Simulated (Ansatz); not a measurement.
A plane-wave DFT run in Ansatz 0.2.0 (scalar-relativistic PAW potentials unless the input names others): input and command.

```yaml
crystal:
  lattice:
    - [12.6, 0.0, 0.0]
    - [0.0, 13.5, 0.0]
    - [0.0, 0.0, 4.9587388098]
  atoms:
    - { symbol: Al, position: [0.3718745, 0.3244653912, 0.0038982702] }
    - { symbol: Al, position: [0.3718745, 0.6755346088, 0.0038982702] }
    - { symbol: Al, position: [0.6265640238, 0.5, 0.0256598355] }
    - { symbol: Al, position: [0.562162154, 0.3218089493, 0.2712300057] }
    - { symbol: Al, position: [0.562162154, 0.6781910507, 0.2712300057] }
    - { symbol: Al, position: [0.4163666393, 0.5, 0.7713862589] }
    - { symbol: Ru, position: [0.4327428741, 0.5, 0.26748663] }
    - { symbol: Ru, position: [0.3806191731, 0.3468712368, 0.4988929066] }
    - { symbol: Ru, position: [0.3806191731, 0.6531287632, 0.4988929066] }
    - { symbol: Ru, position: [0.6020999478, 0.5, 0.5121866188] }
    - { symbol: Ru, position: [0.5500198586, 0.3535713732, 0.7709524792] }
    - { symbol: Ru, position: [0.5500198586, 0.6464286268, 0.7709524792] }
basis:
  ecutwfc: 420
kpoints:
  mp_grid: { grid: [1, 1, 16] }
hamiltonian:
  xc: lda
scf:
  occupations: { method: gaussian, width: 0.05 }
output:
  forces: true
  eigenvalues: true
  stress: true
```

```bash
ansatz run input.yaml --threads 4 --pin off --max-ram 11264MiB --backend cpu --events-out ev --progress --plain --runs-dir out
```

Abridged log:
```
Pseudopotentials: kind: paw
Pseudopotential: Al, paw, valence charge 3, recommended cutoff 420 eV (normal)
Pseudopotential: Ru, paw, valence charge 16, recommended cutoff 420 eV (normal)
Functional definition: SPW92
Crystal: 12 atoms, lattice volume = 843.481 Å³
Basis set: ecut = 420 eV, 16507 PW (Γ)
Bands: 69, of which v1, the nominal top of the filled ones, is band 57 counted from 1 (56 counted from 0)
Symmetry: 2 space group operations
Space group: Pm (ITA 6), of the structure as read, at distance tolerance 9.4e-5 Å
k-points: 9 of 16 (time reversal used)
Initial density: superposition of atomic densities (neutral atoms: chi_scale 0, normalization atom), corrected by the library's trained network
Initial wavefunctions: pseudopotential atomic-orbital guess
Functional: x = slater, c = lda
SCF iter   1: F=—  HF=-37616.256333 eV  |F-HF|=—  |Δ(HF+E_count)|=         —  Δρ=7.56e-3  dr2=4.32e-1  ethr=1.77e-3  ⟨swp⟩=9.1  Hψ=2803  notcnv=0
SCF iter   2: F=—  HF=-37616.223631 eV  |F-HF|=—  |Δ(HF+E_count)|=   3.27e-2  Δρ=4.30e-3  dr2=1.55e-1  ethr=3.79e-4  ⟨swp⟩=2.3  Hψ=1121  notcnv=0  defer=34
SCF iter   3: F=—  HF=-37616.201331 eV  |F-HF|=—  |Δ(HF+E_count)|=   2.23e-2  Δρ=1.62e-3  dr2=4.80e-2  ethr=1.36e-4  ⟨swp⟩=3.6  Hψ=1482  notcnv=0  defer=34
SCF iter   4: F=—  HF=-37616.195478 eV  |F-HF|=—  |Δ(HF+E_count)|=   5.85e-3  Δρ=9.19e-4  dr2=1.16e-2  ethr=4.21e-5  ⟨swp⟩=2.0  Hψ=886  notcnv=0  defer=34
SCF iter   5: F=—  HF=-37616.194846 eV  |F-HF|=—  |Δ(HF+E_count)|=   6.32e-4  Δρ=3.95e-4  dr2=2.51e-3  ethr=1.02e-5  ⟨swp⟩=1.4  Hψ=604  notcnv=0  defer=34
SCF iter   6: F=—  HF=-37616.195041 eV  |F-HF|=—  |Δ(HF+E_count)|=   1.95e-4  Δρ=1.67e-4  dr2=4.50e-4  ethr=2.20e-6  ⟨swp⟩=2.0  Hψ=845  notcnv=0  defer=34
SCF iter   7: F=—  HF=-37616.195073 eV  |F-HF|=—  |Δ(HF+E_count)|=   3.12e-5  Δρ=7.76e-5  dr2=1.01e-4  ethr=3.95e-7  ⟨swp⟩=1.8  Hψ=675  notcnv=0  defer=34
SCF iter   8: F=—  HF=-37616.195075 eV  |F-HF|=—  |Δ(HF+E_count)|=   1.91e-6  Δρ=3.28e-5  dr2=1.50e-5  ethr=8.87e-8  ⟨swp⟩=2.0  Hψ=785  notcnv=0  defer=34
SCF iter   9: F=—  HF=-37616.195101 eV  |F-HF|=—  |Δ(HF+E_count)|=   2.67e-5  Δρ=1.22e-5  dr2=2.17e-6  ethr=1.32e-8  ⟨swp⟩=2.0  Hψ=694  notcnv=0  defer=34
SCF iter  10: F=—  HF=-37616.195102 eV  |F-HF|=—  |Δ(HF+E_count)|=   4.95e-7  Δρ=4.04e-6  dr2=2.49e-7  ethr=1.90e-9  ⟨swp⟩=2.2  Hψ=875  notcnv=0  defer=34
SCF iter  11: F=-37616.195102 eV  HF=-37616.195102 eV  |F-HF|=5.70e-9  |Δ(HF+E_count)|=   7.08e-8  Δρ=1.69e-6  dr2=2.43e-8  ethr=8.77e-11  ⟨swp⟩=14.3  Hψ=2916  notcnv=0
SCF 1 converged in 11 iterations: F = -37616.195102 eV  dr2 = 2.43e-8
SCF converged after 11 iterations
Free energy (F): -37616.195102 eV
Harris-Foulkes:  -37616.195102 eV  (|F-HF|=5.70e-9)
Internal energy: -37616.171209 eV  (E = F + TS)
E sigma→0 (E₀):  -37616.183155 eV
Entropy (-TS):   -0.023893 eV (-1.991 meV/atom)
Fermi energy:    -0.599389 eV
--- Forces (eV/Å), atoms counted from 1 ---
  atom   1  Al     0.12072968     0.09449017    -0.00475110
  atom   2  Al     0.12072968    -0.09449017    -0.00475110
  atom   3  Al    -0.17038787     0.00000000     0.00704096
  atom   4  Al    -0.11736455     0.12392278     0.03949606
  atom   5  Al    -0.11736455    -0.12392278     0.03949606
  atom   6  Al     0.10096768     0.00000000    -0.05049830
  atom   7  Ru     0.06900884     0.00000000     0.12310131
  atom   8  Ru     0.34967848     0.26144977    -0.01086476
  atom   9  Ru     0.34967848    -0.26144977    -0.01086476
  atom  10  Ru    -0.34448894     0.00000000     0.02197116
  atom  11  Ru    -0.18053707     0.26191985    -0.07472186
  atom  12  Ru    -0.18053707    -0.26191985    -0.07472186
--- Stress (GPa, compression-positive) ---
       -0.517869       0.000000       0.000675
        0.000000      -0.599550       0.000000
        0.000675       0.000000      -1.135626
  P = ⅓ Tr σ = -0.7510 GPa (-7.510 kbar)
```

Apart from outputs, empty bands and the relaxation, which only the reference makes, the input differs from a reference run on usual settings in kpoints.mp_grid.grid: [1, 1, 11] → [1, 1, 16]; hamiltonian.xc: "pbesol" → "lda". The reference, at the same geometry, ended its own course with pressure -0.01 GPa (averaged over a cell that holds vacuum), largest force 0.019 eV/Å, no gap on the mesh. This run converged in 11 SCF iterations with a total energy on another zero, pressure -0.75 GPa (averaged over a cell that holds vacuum), largest force 0.437 eV/Å, no gap on the mesh.

Time: 19 s on 4 threads of Arm Neoverse V1 (shared host), peak memory 1.5 GiB.